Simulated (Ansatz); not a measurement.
Write the native input for Ansatz 0.2.0 that does the following.

```yaml
Task: band structure
Functional: PBE
Potentials_or_basis: Ansatz PAW
Cutoff: "420 eV (not typed: the program's choice for these potentials)"
k_mesh: 8 × 8 × 8
Occupations: fermi-dirac, width 0.05 eV
Spin: no spin polarisation
Path: "[[\"G\", \"X\", \"M\", \"G\", \"R\", \"X\"], [\"M\", \"R\"]]"
Points_for_each_segment_of_the_path: 14
```

Crystal: InPd.

```
In Pd
1.0
     3.27188    0.00000    0.00000
     0.00000    3.27188    0.00000
     0.00000    0.00000    3.27188
In Pd
1 1
Cartesian
  0.0000 0.0000 0.0000
  1.6359 1.6359 1.6359
```

The cell comes from a database or a generator and needn't be the stable form of this composition.

The input as run:

input.yaml

```yaml
crystal:
  lattice:
    - [3.27188478, 0.0, 0.0]
    - [0.0, 3.27188478, 0.0]
    - [0.0, 0.0, 3.27188478]
  atoms:
    - { symbol: In, position: [0.0, 0.0, 0.0] }
    - { symbol: Pd, position: [0.5, 0.5, 0.5] }
hamiltonian:
  xc: pbe
  pseudopotentials: { kind: paw }
kpoints:
  mp_grid: { grid: [8, 8, 8] }
  band_path:
    path:
      - [[0.0, 0.0, 0.0], [0.0, 0.5, 0.0], [0.5, 0.5, 0.0], [0.0, 0.0, 0.0], [0.5, 0.5, 0.5], [0.0, 0.5, 0.0]]
      - [[0.5, 0.5, 0.0], [0.5, 0.5, 0.5]]
    npoints: 14
scf:
  occupations: { method: fermi_dirac, width: 0.05 }
  n_extra_bands: 6
output:
  forces: true
  stress: true
  eigenvalues: true
  fatbands: false
```

Potentials or basis: Ansatz PAW.

Run with:

```bash
$ ansatz run input.yaml --threads 2 --pin off --max-ram 5632MiB --backend cpu --events-out ev --progress --plain --runs-dir out
```

It gave:

```json
{
  "Pressure": "3.6 GPa",
  "Band gap on the k mesh": "none (metal or under the smearing width)"
}
```

Caveat: spin-orbit coupling is left out, which moves the levels of the heavy elements.

Wall time 1.4 s on 2 threads of Arm Neoverse V2, on a shared host, peak memory 0.3 GiB.
